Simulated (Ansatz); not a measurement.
## ZnS: atomic charges with r2SCAN+rVV10

Crystal: ZnS.

```
Zn S
1.0
     0.00000    2.70200    2.70200
     2.70200    0.00000    2.70200
     2.70200    2.70200    0.00000
Zn S
1 1
Direct
  0.75092 0.74652 0.72474
  0.98182 0.00096 0.00928
```

The cell isn't the ideal one: atoms moved at random, drawn with an rms of 0.1 Å.

```yaml
Program: Ansatz 0.2.0
Task: atomic charges
Functional: r2SCAN
Dispersion: rVV10
Potentials_or_basis: Ansatz PAW
Cutoff: "500 eV (not typed: the program's choice for these potentials)"
k_mesh: 7 × 7 × 7
Occupations: fermi-dirac, width 0.01 eV
Spin: no spin polarisation
```

```yaml
Pressure: -1.0 GPa
Largest_force: 0.812 eV/Å
Band_gap_on_the_k_mesh: 2.55 eV, direct
Bader_charges: Zn +0.96; S -0.96 e
```

Forces on the atoms (eV/Å):
```
Zn   0.648  0.349 -0.342
S   -0.648 -0.349  0.342
```

Stress tensor (GPa, compression positive):
```
-1.22  1.30 -1.33
 1.30 -0.90 -2.53
-1.33 -2.53 -0.90
```

Levels at points of the mesh, in eV from the valence-band top:
| k point | band 7 | band 8 | band 9 | band 10 | band 11 | band 12 |
| --- | --- | --- | --- | --- | --- | --- |
| (0.00, 0.00, 0.00) | -0.22 | -0.04 | 0.00 | 2.55 | 6.75 | 6.76 |

It took 70 s on 1 thread of Arm Neoverse V1, with other jobs on the host, peak memory 0.57 GiB.

Caveat: odd divisions of the mesh miss points on the zone boundary, where band edges often lie, so the gap on the mesh can be too wide; the PAW data sets come from PBE, with cores solved anew for the run's functional, which leaves a small shift of forces and pressure.
